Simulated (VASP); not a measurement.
Write the native input for VASP 6.6.1 that does the following.

```
Task                   : single point
Functional             : PBE
Potentials or basis    : VASP PAW PBE potentials, release 54 (C)
Cutoff                 : 900 eV
k mesh                 : 9 × 9 × 1
Occupations            : fermi-dirac, width 0.05 eV
Spin                   : no spin polarisation
Dipole correction      : yes
Further INCAR settings : ALGO = Normal; EDIFF = 1e-06
```

The structure of C lies in POSCAR:

```
C
1.0
    2.4560959400      0.0000000000      0.0000000000
   -1.2280479700      2.1270618200      0.0000000000
    0.0000000000      0.0000000000     25.8049153298
C
8
Direct
    0.5833794600      0.1667589200      0.2906423022
    0.9166205400      0.8332410800      0.2906423022
    0.0833794600      0.1667589200      0.4313770236
    0.4166205400      0.8332410800      0.4313770236
    0.5833794600      0.1667589200      0.5686229764
    0.9166205400      0.8332410800      0.5686229764
    0.0833794600      0.1667589200      0.7093576978
    0.4166205400      0.8332410800      0.7093576978
```

The slab is cut from a database's or a generator's crystal, which needn't be the stable form of the element.

The input as run:

INCAR

```
  ALGO = Normal
  DIPOL = 0.5 0.5 0.500
  EDIFF = 1E-6
  ENCUT = 900
  GGA = PE
  IDIPOL = 3
  ISIF = 2
  ISMEAR = -1
  LASPH = T
  LCHARG = F
  LDIPOL = T
  LREAL = F
  LWAVE = F
  NELM = 100
  PREC = Accurate
  SIGMA = 0.05
```

KPOINTS

```
k-points
0
Gamma
  9 9 1
```

Potentials or basis: VASP PAW PBE potentials, release 54 (C).

Launch:

```console
$ cat potpaw_PBE.54/C/POTCAR > POTCAR
$ mpirun -np 1 vasp_std > vasp.out
```

Results of the run:

| Quantity | Value |
| --- | --- |
| Largest force | 0.027 eV/Å |
| Band gap on the k mesh | 0.08 eV, direct |

Wall time 91 s on 1 thread of Intel(R) Xeon(R) 6975P-C (Granite Rapids) (shared host), peak memory 0.41 GiB.
